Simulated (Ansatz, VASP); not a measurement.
**One calculation of ZrC, two programs**

File INCAR:

```
PREC = Accurate
ENCUT = 520
EDIFF = 1E-8
ISMEAR = -1
SIGMA = 0.05
LREAL = F
LASPH = T
NELM = 80
ALGO = Normal
ISIF = 2
LWAVE = F
LCHARG = F
GGA = PE
LEFG = T
NBANDS = 15
```

KPOINTS

```
Automatic mesh
0
Gamma
  15 15 15
```

Contents of POSCAR:

```
ZrC
1.0
    0.0000000000      2.3963042514      2.3963042514
    2.3963042514      0.0000000000      2.3963042514
    2.3963042514      2.3963042514      0.0000000000
Zr C
1 1
Direct
    0.5000000000      0.5000000000      0.5000000000
    0.0000000000      0.0000000000      0.0000000000
```

Input for Ansatz:

```yaml
crystal:
  lattice:
    - [0.0, 2.3963042514, 2.3963042514]
    - [2.3963042514, 0.0, 2.3963042514]
    - [2.3963042514, 2.3963042514, 0.0]
  atoms:
    - { symbol: Zr, position: [0.5, 0.5, 0.5] }
    - { symbol: C, position: [0.0, 0.0, 0.0] }
kpoints:
  mp_grid: { grid: [15, 15, 15] }
scf:
  occupations: { method: fermi_dirac, width: 0.05 }
hamiltonian:
  xc: pbe
  pseudopotentials: { kind: paw }
output:
  forces: true
  stress: true
  eigenvalues: true
  efg: { contact_densities: true }
  write_density: true
  write_potential: true
  elf: true
  volumetric_format: npy
```

Change from the starting cell: volume scaled by 1.06, PAW files.

Alike in both runs: task electric field gradients; functional PBE; k mesh 15 × 15 × 15; occupations fermi-dirac, width 0.05 eV; no spin polarisation.

|  | VASP | Ansatz |
| --- | --- | --- |
| version | VASP 6.6.1 | Ansatz 0.2.0 |
| potentials or method | VASP PAW PBE potentials, release 64 (Zr_sv, C) | PAW with Ansatz's default frozen-core files, scalar-relativistic |
| plane-wave cutoff (eV) | 520 | 420 |
| valence electrons in the cell | 16 | 16 |

```tsv
	VASP	Ansatz	Ansatz less VASP
pressure (GPa)	-10.4	-10.6	-0.21
Vzz of the field gradient on the site that differs most (V/Å²)	0.0	0.0	0.00
```

Ansatz warned: «gradients_without_spin_orbit».
